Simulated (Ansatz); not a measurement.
AlN (wurtzite), relaxed with r2SCAN in Ansatz. The symmetry is P6_3mc (No. 186, hexagonal); conventional cell a = 3.107 Å, c = 4.979 Å, 10.40 Å³ an atom. Around Al lie 4 N at 1.89–1.90 Å; around N lie 4 Al at 1.89–1.90 Å.

The axes x, y and z are those of this cell:
```yaml
crystal:
  lattice:
    - [3.10669, 0.00000, 0.00000]
    - [-1.55335, 2.69048, 0.00000]
    - [0.00000, 0.00000, 4.97859]
  atoms:
    - { symbol: Al, position: [0.33333, 0.66667, 0.99670] }
    - { symbol: Al, position: [0.66667, 0.33333, 0.49670] }
    - { symbol: N, position: [0.33333, 0.66667, 0.37830] }
    - { symbol: N, position: [0.66667, 0.33333, 0.87830] }
```

Unstrained: The PBE gap is direct at Γ: 4.232 eV. r2SCAN gives a direct gap of 4.880 eV at Γ. HSE06 gives a direct gap of 5.599 eV at Γ. Meshes: PBE 12×12×6, r2SCAN 12×12×6, HSE06 6×6×4. Strains are changes of length per length. After each strain the atoms were relaxed again with r2SCAN within the symmetry that the strain leaves, so tilts or polar shifts that break it weren't tested; points keep the names that they have in the unstrained zone. Calculated for a static, non-magnetic cell.

Task: Apply uniaxial -1.0 % along z, other directions held. How far does the gap move, against the unstrained cell?

Result: PBE: the gap goes from 4.232 to 4.267 eV (+0.035 eV); with r2SCAN the top three valence levels at Γ, grouped 1+2 from the top over 223 meV, become 1+2 over 315 meV. r2SCAN: the gap goes from 4.880 to 4.916 eV (+0.036 eV). HSE06: the gap goes from 5.599 to 5.641 eV (+0.042 eV). The r2SCAN energy rises by 1.2 meV an atom.

Task: Apply uniaxial +2.0 % along z, other directions held. How far does the gap move, against the unstrained cell?

Result: PBE: the gap goes from 4.232 to 4.149 eV (-0.083 eV); with r2SCAN the top three valence levels at Γ, grouped 1+2 from the top over 223 meV, become 1+2 over 47 meV. r2SCAN: the gap goes from 4.880 to 4.792 eV (-0.088 eV). HSE06: the gap goes from 5.599 to 5.498 eV (-0.101 eV). The r2SCAN energy rises by 5.0 meV an atom.

Task: Estimate what uniaxial -4.0 % along z, other directions held does to the gap.

Result: PBE: the gap goes from 4.232 to 4.335 eV (+0.103 eV); with r2SCAN the top three valence levels at Γ, grouped 1+2 from the top over 223 meV, become 1+2 over 618 meV. r2SCAN: the gap goes from 4.880 to 4.986 eV (+0.106 eV). HSE06: the gap goes from 5.599 to 5.727 eV (+0.128 eV). The r2SCAN energy rises by 19.7 meV an atom.

Task: Estimate what uniaxial +4.0 % along z, other directions held does to the gap.

Result: PBE: the gap goes from 4.232 to 3.929 eV (-0.303 eV). r2SCAN: the gap goes from 4.880 to 4.567 eV (-0.313 eV). HSE06: the gap goes from 5.599 to 5.279 eV (-0.320 eV). The r2SCAN energy rises by 19.8 meV an atom.

Task: Apply uniaxial +1.0 % along z, other directions held. How far does the gap move, against the unstrained cell?

Result: PBE: the gap goes from 4.232 to 4.193 eV (-0.039 eV); with r2SCAN the top three valence levels at Γ, grouped 1+2 from the top over 223 meV, become 1+2 over 133 meV. r2SCAN: the gap goes from 4.880 to 4.839 eV (-0.041 eV). HSE06: the gap goes from 5.599 to 5.552 eV (-0.047 eV). The r2SCAN energy rises by 1.3 meV an atom.

Task: Estimate what uniaxial +3.0 % along z, other directions held does to the gap.

Result: PBE: the gap goes from 4.232 to 4.060 eV (-0.172 eV); with r2SCAN the top three valence levels at Γ, grouped 1+2 from the top over 223 meV, become 2+1 over 32 meV. r2SCAN: the gap goes from 4.880 to 4.704 eV (-0.176 eV). HSE06: the gap goes from 5.599 to 5.420 eV (-0.179 eV). The r2SCAN energy rises by 11.2 meV an atom.

Task: Apply uniaxial -2.0 % along z, other directions held. How far does the gap move, against the unstrained cell?

Result: PBE: the gap goes from 4.232 to 4.295 eV (+0.063 eV); with r2SCAN the top three valence levels at Γ, grouped 1+2 from the top over 223 meV, become 1+2 over 413 meV. r2SCAN: the gap goes from 4.880 to 4.945 eV (+0.065 eV). HSE06: the gap goes from 5.599 to 5.675 eV (+0.076 eV). The r2SCAN energy rises by 5.0 meV an atom.

Task: Estimate what uniaxial -3.0 % along z, other directions held does to the gap.

Result: PBE: the gap goes from 4.232 to 4.317 eV (+0.085 eV); with r2SCAN the top three valence levels at Γ, grouped 1+2 from the top over 223 meV, become 1+2 over 514 meV. r2SCAN: the gap goes from 4.880 to 4.968 eV (+0.088 eV). HSE06: the gap goes from 5.599 to 5.704 eV (+0.105 eV). The r2SCAN energy rises by 11.1 meV an atom.

The meshes of the hybrids are coarse, so their gaps aren't converged to the digits shown.

The splittings at Γ are without spin-orbit coupling, which regroups them where it is of like size or larger.
